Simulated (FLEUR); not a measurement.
This FLEUR MaX-R8.1 (later development tree) run on Si needs a look.

The input inp.xml:

```xml
<?xml version="1.0" encoding="UTF-8" standalone="no"?>
<fleurInput fleurInputVersion="0.39">
   <comment>
      Si                                                                                                  
   </comment>
   <calculationSetup>
      <cutoffs Kmax="4.6" Gmax="14.3" GmaxXC="14.3" numbands="0"/>
      <scfLoop itmax="50" minDistance="0.00001" maxIterBroyd="15" imix="Anderson" alpha="0.05" precondParam="0.0" spinf="2.0" sdNocoIR="T"/>
      <coreElectrons ctail="T" frcor="F" kcrel="0" coretail_lmax="0"/>
      <xcFunctional name="vwn" relativisticCorrections="F"/>
      <magnetism jspins="1"/>
      <soc l_soc="F" theta="0.0" phi="0.0" spav="F"/>
      <expertModes spex="0" secvar="F"/>
      <geometryOptimization l_f="F" forcealpha="1.0" forcemix="BFGS" epsdisp="0.00001" epsforce="0.00001"/>
      <ldaU l_linMix="F" mixParam="0.05" spinf="1.0"/>
   </calculationSetup>
   <cell>
      <bzIntegration valenceElectrons="24.0" mode="hist" fermiSmearingEnergy="0.00183747">
         <kPointListSelection listName="mesh"/>
         <!-- k-points included here -->
         <xi:include xmlns:xi="http://www.w3.org/2001/XInclude" href="kpts.xml"> </xi:include>
      </bzIntegration>
      <!-- symmetry operations included here -->
      <xi:include xmlns:xi="http://www.w3.org/2001/XInclude" href="sym.xml"> </xi:include>
      <bulkLattice scale="1.0">
         <bravaisMatrix>
            <row-1>   -4.4812441949665560     4.4812441949665560     2.5119475338206350</row-1>
            <row-2>    4.4812441949665560    -4.4812441949665560     2.5119475338206350</row-2>
            <row-3>    4.4812441949665560     4.4812441949665560    -2.5119475338206350</row-3>
         </bravaisMatrix>
      </bulkLattice>
   </cell>
   <atomSpecies>
      <species name="Silicon (Si)" element="Si" atomicNumber="14">
         <mtSphere radius="2.13" gridPoints="715" logIncrement="0.016"/>
         <atomicCutoffs lmax="9" lnonsphr="9"/>
         <electronConfig flipSpins="F">
            <coreConfig>(1s1/2)</coreConfig>
            <valenceConfig>(2s1/2) (2p1/2) (2p3/2) (3s1/2) (3p1/2) (3p3/2)</valenceConfig>
            <stateOccupation state="(3p1/2)" spinUp="0.333333" spinDown="0.333333"/>
            <stateOccupation state="(3p3/2)" spinUp="0.666667" spinDown="0.666667"/>
         </electronConfig>
         <energyParameters s="3" p="3" d="3" f="4"/>
         <lo type="SCLO" l="0" n="2" eDeriv="0"/>
         <lo type="SCLO" l="1" n="2" eDeriv="0"/>
         <lo type="SCLO" l="2" n="3" eDeriv="2"/>
         <lo type="SCLO" l="3" n="4" eDeriv="2"/>
      </species>
   </atomSpecies>
   <atomGroups>
      <atomGroup species="Silicon (Si)">
         <relPos label="                   1">-3.000/8.000 3.000/8.000 -1.000/4.000</relPos>
         <relPos label="                   2">3.000/8.000 -3.000/8.000 1.000/4.000</relPos>
         <force calculate="T" relaxXYZ="TTT"/>
      </atomGroup>
   </atomGroups>
   <output dos="F" band="F" slice="F">
      <checks vchk="F" cdinf="F"/>
      <bandDOS minEnergy="-.5*Htr" maxEnergy="0.5*Htr" sigma="0.015" storeEVData="T"/>
      <vacuumDOS vacdos="F" integ="F" star="F" nstars="0" locx1="0.0" locy1="0.0" locx2="0.0" locy2="0.0" nstm="0" tworkf="0.0"/>
      <unfoldingBand unfoldBand="F" supercellX="1" supercellY="1" supercellZ="1"/>
      <plotting iplot="0" polar="F">
         <plot TwoD="T" vec1="  1.0  0.0  0.0" vec2="  0.0  1.0  0.0" vec3="  0.0  0.0  1.0" zero="  0.0  0.0  0.0" file="plot"/>
      </plotting>
      <chargeDensitySlicing numkpt="0" minEigenval="0.0" maxEigenval="0.0" nnne="0" pallst="F"/>
      <specialOutput eonly="F"/>
      <moessbauerParams electricFieldGradient="T" isomerShift="T" coreHyperfine="T" valenceHyperfine="T"/>
      <magneticCircularDichroism mcd="F" energyLo="-10.0" energyUp="0.0"/>
   </output>
  <!-- We include the file relax.xml here to enable relaxations (see documentation) -->
  <xi:include xmlns:xi="http://www.w3.org/2001/XInclude" href="relax.xml"> <xi:fallback/> </xi:include>
</fleurInput>
```

Contents of crystal.txt:

```
Si
&input cartesian=F /
-2.3713723045  2.3713723045  1.3292653899
2.3713723045  -2.3713723045  1.3292653899
2.3713723045  2.3713723045  -1.3292653899
1.8897261246
1.0 1.0 1.0

2
14 0.5000000000  0.5000000000  0.0000000000
14 0.2500000000  0.7500000000  0.5000000000

&kpt div1=11 div2=11 div3=11 gamma=T /
```

Potentials or basis: all-electron, FLAPW.

Command:

```console
$ inpgen -f crystal.txt -profile fastHighL
$ # inp.xml edited to the form shown
$ fleur_MPI
```

Output:

```text
Welcome to FLEUR        (www.flapw.de)
      MaX-Release 8.1          (www.max-centre.eu)
**************FLEUR-Error*****************
Error message: No kPointList named: mesh found.
Error from PE:0/1
*****************************************
 Last known location:
 Last timer:Initialization
 Timerstack:
 Timer:Total Run
 *****************************************
--------------------------------------------------------------------------
MPI_ABORT was invoked on rank 0 in communicator MPI_COMM_WORLD
  Errorcode: 1

NOTE: invoking MPI_ABORT causes Open MPI to kill all MPI processes.
You may or may not see output from other processes, depending on
exactly when Open MPI kills them.
--------------------------------------------------------------------------
```

How did it end, and where is the flaw?

The program refused the input. The input holds a flaw that was put in on purpose: k list named that isn't there.
